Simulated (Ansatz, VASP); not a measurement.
## CaO: VASP and Ansatz over several settings

```
CELL_PARAMETERS angstrom
0.00000 2.40356 2.40356
2.40356 0.00000 2.40356
2.40356 2.40356 0.00000
ATOMIC_POSITIONS crystal
Ca 0.00000 0.00000 0.00000
O 0.50000 0.50000 0.50000
```

The cell is a database's computed one.

Single points on this cell with VASP 6.6.1 and Ansatz 0.2.0. Each row is one pair of runs. Alike in all rows: spin: off; k mesh: 10 × 10 × 10; smearing: gaussian, width 0.05 eV; Ansatz's potentials, cutoff: Ansatz PAW, 420 eV.

```csv
level,"VASP's potentials, cutoff","gap on the k mesh at the Fermi level (eV), VASP","gap on the k mesh at the Fermi level (eV), Ansatz","least direct gap on the mesh (eV), VASP","least direct gap on the mesh (eV), Ansatz","pressure (GPa), VASP","pressure (GPa), Ansatz"
PBEsol,"VASP PAW PBE potentials, release 64 (Ca_sv, O), 520 eV",3.53,3.56,3.91,3.93,-2.2,-2.7
PBE,"VASP PAW PBE potentials, release 54 (Ca_sv, O), 520 eV",3.63,?,4.01,?,2.1,?
PBEsol,"VASP PAW PBE potentials, release 64 (Ca_pv, O), 500 eV",3.54,3.56,3.93,3.93,-2.9,-2.7
```

Problem. Fill in what Ansatz gave in row 2.

Solution. gap on the k mesh at the Fermi level (eV): 3.66; least direct gap on the mesh (eV): 4.03; pressure (GPa): 1.6.

Caveats: the PAW data sets were made with another functional, which shifts forces and pressure a little (VASP); the pressure holds a Pulay correction of +0.4 GPa for the finite cutoff (Ansatz); the PAW data sets come from PBE, with cores solved anew for the run's functional, which leaves a small shift of forces and pressure (Ansatz).

The runs don't all hold the same shells in valence.
